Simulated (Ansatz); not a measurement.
## diamond against fcc along groups 8 to 10

Method: Ansatz, DFT, r2SCAN, plane waves (500 eV) with PAW, scalar-relativistic. (PAW data from PBE, frozen cores regenerated.)

Each structure is relaxed within its symmetry, in the lowest magnetic state of the tried starts. Differences under about 8 meV lie within the error of the k-point mesh.

Real palladium is paramagnetic; a moment here is an artefact of the functional.

```
element  E(diamond) − E(fcc) (meV/atom)  V(diamond) (Å³/atom)  V(fcc) (Å³/atom)   state of diamond       state of fcc
     Fe                            1777                 13.93             12.19  spin not included      ferromagnetic
     Ru                            1039                 19.83             13.57       non-magnetic  spin not included
     Os                            1131                 21.01             14.08  spin not included  spin not included
     Co                               ?                     ?                 ?                  ?                  ?
     Rh                            1124                 20.40             13.72  spin not included       non-magnetic
     Ir                            1014                 21.09             14.21       non-magnetic       non-magnetic
     Pd                            1194                 23.57             14.98      ferromagnetic      ferromagnetic
     Pt                            1104                 23.62             15.30      ferromagnetic  spin not included
```

Q: Fill in the row of Co.

A: E(diamond) − E(fcc) (meV/atom): 1375; V(diamond) (Å³/atom): 15.95; V(fcc) (Å³/atom): 10.85; state of diamond: ferromagnetic; state of fcc: ferromagnetic.
